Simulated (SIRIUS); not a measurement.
Runs of SIRIUS 7.12.0 on HfC. It takes space group Fm-3m (No. 225, cubic). The conventional cell has a = 4.650 Å, b = 4.650 Å, c = 4.650 Å, α = 90.00°, β = 90.00°, γ = 90.00°. Around Hf (site symmetry m-3m) lie 6 C at 2.33 Å. C (site symmetry m-3m) has 6 Hf at 2.33 Å as nearest neighbours. 

```csv
task,level,potentials or basis,spin,cutoff (eV),smearing,muffin tin radii,basis cutoff (gk_cutoff),valence relativity,local orbitals (radial functions),reference energy of the basis,gap on the mesh (eV),V0 of scaled cells (Å³/atom),B0 (GPa)
single point,PBEsol,"all-electron FP-LAPW (ZORA valence), apw+lo standard","collinear, random start",246,gaussian 0.02 eV,"C 1.6, Hf 2.65 bohr",4.25 1/bohr,zora,"C 10, Hf 17",0.38 Ha,none,-,-
equation of state,LDA,"all-electron FP-LAPW, apw+lo standard",off,249,fermi-dirac 0.05 eV,"C 1.59, Hf 2.64 bohr",4.28 1/bohr,iora,"C 10, Hf 17",-,-,11.96,(b)
equation of state,PBE+D3,"all-electron FP-LAPW, apw+lo standard",off,249,fermi-dirac 0.05 eV,"C 1.59, Hf 2.64 bohr",4.28 1/bohr,iora,-,-,-,12.36,242
equation of state,PBEsol,"all-electron FP-LAPW, apw+lo standard",off,249,fermi-dirac 0.05 eV,"C 1.59, Hf 2.64 bohr",4.28 1/bohr,iora,"C 10, Hf 17",-,-,12.23,247
equation of state,PBE+D3(BJ),"all-electron FP-LAPW, apw+lo standard",off,249,fermi-dirac 0.05 eV,"C 1.59, Hf 2.64 bohr",4.28 1/bohr,iora,-,-,-,12.33,241
equation of state,PBE+D4,"all-electron FP-LAPW, apw+lo standard",off,249,fermi-dirac 0.05 eV,"C 1.59, Hf 2.64 bohr",4.28 1/bohr,iora,-,-,-,12.40,(a)
single point,PBEsol,"all-electron FP-LAPW, apw+lo standard",off,249,fermi-dirac 0.05 eV,"C 1.59, Hf 2.64 bohr",4.28 1/bohr,iora,"C 10, Hf 17",0.38 Ha,none,-,-
equation of state,PBE,"all-electron FP-LAPW, apw+lo standard",off,249,fermi-dirac 0.05 eV,"C 1.59, Hf 2.64 bohr",4.28 1/bohr,iora,-,-,-,12.59,233
```

Alike in all rows: cell as given; k mesh 10 × 10 × 10.

Question: Estimate the missing entries.

Answer: (a) 239; (b) 261.

A k mesh can miss the band edges, and the runs leave out spin-orbit coupling on Hf.

A gap of «none» marks a metal or a gap under the smearing width.

Not every run made on this cell is shown here.
